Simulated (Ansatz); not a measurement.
Mg3Sb2:

```
CELL_PARAMETERS angstrom
4.58200 0.00000 0.00000
-2.29100 3.96813 0.00000
0.00000 0.00000 7.24400
ATOMIC_POSITIONS crystal
Sb 0.66667 0.33333 0.76500
Sb 0.33333 0.66667 0.23500
Mg 0.00000 0.00000 0.00000
Mg 0.66667 0.33333 0.37000
Mg 0.33333 0.66667 0.63000
```

Base run:

- Program: Ansatz 0.2.0
- Functional: PBE0
- Potentials or basis: Ansatz PAW
- Cutoff: 420 eV (not typed: the program's choice for these potentials)
- k mesh: 6 × 6 × 4
- Occupations: fermi-dirac, width 0.05 eV
- Spin: no spin polarisation

Its results: band gap on the k mesh 1.30 eV, indirect (least direct gap 2.41 eV); pressure -0.1 GPa; largest force 0.382 eV/Å.

Problem. The run is repeated on the same cell with these changes: functional from PBE0 to HSE06. What comes out?

Solution. Band gap on the k mesh 0.71 eV, indirect (least direct gap 1.83 eV); pressure -0.1 GPa; largest force 0.387 eV/Å.

Caveats: spin-orbit coupling is left out, which moves the levels of the heavy elements; the PAW data sets come from PBE, with cores solved anew for the run's functional, which leaves a small shift of forces and pressure; the thresholds are loose for stress.
